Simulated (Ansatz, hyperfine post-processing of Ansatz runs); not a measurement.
# Li4CoSn3P4O16: isotropic lines and sites in a paramagnetic 31P spectrum

Calculated values: DFT, PBEsol+U, plane-wave PAW, default files (PAW set soft_2), collinear spin, scalar-relativistic (Ansatz), contact and point-dipole shifts scaled to 320 K with Θ = 0 K (a pure Curie law); spin-only moments, above the ordering temperature.

```cif
data_structure
_symmetry_space_group_name_H-M 'P 1'
_symmetry_Int_Tables_number 1
_cell_length_a 4.8556
_cell_length_b 6.7697
_cell_length_c 10.9343
_cell_angle_alpha 90.000
_cell_angle_beta 91.206
_cell_angle_gamma 90.000
_cell_volume 359.34
loop_
_atom_site_label
_atom_site_type_symbol
_atom_site_fract_x
_atom_site_fract_y
_atom_site_fract_z
_atom_site_occupancy
Sn1 Sn 0.05844 0.50000 0.70422 1
Sn2 Sn 0.46224 0.50000 0.21855 1
Sn3 Sn 0.52656 0.00000 0.78197 1
Co4 Co 0.95721 0.00000 0.27331 1
P5 P 0.07274 0.00000 0.55909 1
P6 P 0.37467 0.00000 0.10882 1
P7 P 0.63785 0.50000 0.92183 1
P8 P 0.89268 0.50000 0.41651 1
O9 O 0.19165 0.00000 0.42711 1
O10 O 0.20343 0.18191 0.62753 1
O11 O 0.20343 0.81809 0.62753 1
O12 O 0.20841 0.50000 0.42095 1
O13 O 0.32694 0.50000 0.94412 1
O14 O 0.22550 0.18080 0.16712 1
O15 O 0.22550 0.81920 0.16712 1
O16 O 0.29423 0.00000 0.96940 1
O17 O 0.80044 0.50000 0.04605 1
O18 O 0.73766 0.68391 0.84689 1
O19 O 0.73766 0.31609 0.84689 1
O20 O 0.68656 0.00000 0.13167 1
O21 O 0.75689 0.00000 0.55957 1
O22 O 0.76516 0.68512 0.34988 1
O23 O 0.76516 0.31488 0.34988 1
O24 O 0.76702 0.50000 0.54840 1
Li25 Li 0.49404 0.23491 0.48724 1
Li26 Li 0.49404 0.76509 0.48724 1
Li27 Li 0.06693 0.71489 0.00557 1
Li28 Li 0.06693 0.28511 0.00557 1
```

31P MAS at 4.7 T (81.1 MHz), 40 kHz, 320 K; contact and dipolar shift alone, no orbital or quadrupolar part; lines under 1.5 % of the strongest are left out. NMR lines, with heights relative to the strongest:

```tsv
position (ppm)	intensity
-1.9	100
584.5	10
912.4	2.3
1077.9	81
1291.6	7.9
1405.7	17
1571.2	7.3
1784.9	85
1899.0	64
2064.5	2.1
2278.2	5.8
2392.3	13
2771.6	1.5
2885.7	3.7
```

**Question.** Which lines are isotropic ones rather than spinning sidebands, and which P atoms give them?

Sidebands are spaced by 493 ppm (the spinning rate over the resonance of 81.1 MHz). An isotropic line need not be the tallest: it is the area-weighted centre of its own family of sidebands, and the one that stays put when the rate is changed. Isotropic shifts: 1078 ppm for atom 5 (1 Co through links of 124° (1)), reduced anisotropy 604 ppm; 1899 ppm for atom 6 (2 Co through links of 94° (2) and 139° (1)), reduced anisotropy 801 ppm; -2 ppm for atom 7 (no Co linked through a nearest anion), reduced anisotropy 127 ppm; 1785 ppm for atom 8 (2 Co through links of 134° (2)), reduced anisotropy 524 ppm. The families' total areas stand as 1:1:1:1; where areas are equal the match rests on the calculation.

[Logs are printed without paths, hosts, clocks, repeated set-up lines and the standing remarks that a program may print on its own settings, such as how far it seeks lower states.]

[Hosts, paths, dates, database ids (printed as entryN), source tags and the programs' standing remarks are cut or masked in the printed files.]
